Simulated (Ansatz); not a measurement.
## TiCo (Pm-3m), a vibration from a frozen displacement

Level of theory: DFT PBEsol, scalar-relativistic, plane waves, PAW in Ansatz 0.2.0. The runs took a 420 eV cutoff, a Γ-centred 20×20×20 mesh and Gaussian smearing (0.15 eV). Collinear spins, started from moments 0.0, 0.8 μB in atom order; the magnetic state may not be the lowest. Energies are free energies at this smearing, counted from the undisturbed cell; pressure is positive in compression.

Zero of the scan (relaxed at this level; with this scan's settings it stands at 0.3 GPa; it needn't be the usual structure):

```yaml
crystal:
  lattice:
    - [2.93851, 0.00000, 0.00000]
    - [0.00000, 2.93851, 0.00000]
    - [0.00000, 0.00000, 2.93851]
  atoms:
    - { symbol: Ti, position: [0.00000, 0.00000, 0.00000] }
    - { symbol: Co, position: [0.50000, 0.50000, 0.50000] }
```

Every Ti atom is moved by x along the Cartesian unit vector (-0.577, -0.577, -0.577); the cell and all other atoms stay fixed. The cell's volume is 25.37 Å³; the moved atoms weigh 47.867 u together and the others 58.933 u. Some rows repeat others by symmetry and weren't run.

| x (Å) | ΔE (meV/cell) | total force on the moved atoms along the move (eV/Å) | pressure (GPa) |
| --- | --- | --- | --- |
| -0.1000 | 26.77 | 0.5328 | 0.7539 |
| -0.0875 | 20.52 | 0.4673 | 0.6418 |
| -0.0750 | 15.09 | 0.4013 | 0.5444 |
| -0.0500 | 6.72 | 0.2683 | 0.3937 |
| -0.0250 | 1.68 | 0.1344 | 0.3028 |
| 0.0000 | 0.00 | 0.0000 | 0.2728 |
| 0.0250 | 1.68 | -0.1344 | 0.3028 |
| 0.0500 | 6.72 | -0.2683 | 0.3937 |
| 0.0750 | 15.09 | -0.4013 | 0.5444 |
| 0.0875 | 20.52 | -0.4673 | 0.6418 |
| 0.1000 | 26.77 | -0.5328 | 0.7539 |

Task: What frequency belongs to this motion?

Result: The force constant is k = −dF/dx = 5.376 eV/Å², from the parabola through x = -0.0250, 0 and 0.0250. In every cell the moved atoms swing against the rest, so the mass is μ = m₁m₂/(m₁ + m₂) = 26.413 u, and ν̃ = 521.5 cm⁻¹ × √(|k|/μ) = 235 cm⁻¹. To first order in x, and within 1 %, the force on every atom lies along the move and, within each of the two groups, in proportion to the atom's mass, so this is itself a mode at the zone centre of this cell.

Task: How far does the harmonic law reach?

Result: At x = -0.100 Å, kx²/2 = 26.88 meV against the computed 26.77 meV (-0.4 %): the well is still close to harmonic there.

Task: The pressure changes with x². What does that say about the frequency under compression?

Result: With E = k(V)x²/2, k ∝ V^(−2γ) and x scaling with the cell as V^(1/3), P − P0 = −∂E/∂V = (2γ − 2/3) ΔE/V. At x = 0.0500 Å, V(P − P0) = 25.37 × 0.12086 / 160.2 eV = 19.14 meV and ΔE = 6.72 meV, so γ = 1/3 + V(P − P0)/(2ΔE) = 1.76. This is the Grüneisen parameter of the motion under uniform scaling of the cell: shrinking the cell evenly by 1 % in volume raises the frequency by about 1.76 %.

In a metal these slopes depend on the k mesh and the smearing.